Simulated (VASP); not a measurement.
Set up this calculation in VASP 6.6.1, as the native input.

| Property | Result |
| --- | --- |
| Task | single point |
| Functional | LDA |
| Potentials or basis | VASP PAW LDA potentials, release 64 (Na_pv, Cl) |
| Cutoff | 520 eV |
| k mesh | 6 × 6 × 6 |
| Occupations | gaussian, width 0.03 eV |
| Spin | no spin polarisation |
| Further INCAR settings | ALGO = Normal; EDIFF = 1e-07 |

The structure of NaCl lies in POSCAR:

```
NaCl
1.0
    0.0000000000      2.8100000000      2.8100000000
    2.8100000000      0.0000000000      2.8100000000
    2.8100000000      2.8100000000      0.0000000000
Na Cl
1 1
Direct
    0.0000000000      0.0000000000      0.0000000000
    0.5000000000      0.5000000000      0.5000000000
```

One way to write it, as run:

INCAR

```
ALGO     = Normal         # electronic algorithm
EDIFF    = 1E-7           # SCF threshold, eV
ENCUT    = 520            # plane-wave cutoff, eV
GGA      = CA             # functional
ISIF     = 2              # what is computed and relaxed
ISMEAR   = 0              # smearing method
KPAR     = 4            
LASPH    = True           # aspherical terms in the spheres
LCHARG   = False          # write CHGCAR
LREAL    = False          # projectors in reciprocal space
LWAVE    = False          # write WAVECAR
NELM     = 80             # most SCF steps
PREC     = Accurate       # precision mode
SIGMA    = 0.03           # smearing width, eV
```

KPOINTS

```
k-points
0
Gamma
  6 6 6
```

Potentials or basis: VASP PAW LDA potentials, release 64 (Na_pv, Cl).

The run is started by

```console
$ cat potpaw_LDA.64/Na_pv/POTCAR potpaw_LDA.64/Cl/POTCAR > POTCAR
$ mpirun -np 4 vasp_std > vasp.out
```

It gave:

| Quantity | Value |
| --- | --- |
| Pressure | -2.2 GPa |
| Band gap on the k mesh | 4.74 eV, direct |

Wall time 3.4 s on 4 MPI ranks on AMD EPYC 7R13 Processor (Zen 3) (shared host), peak memory 0.11 GiB a rank.
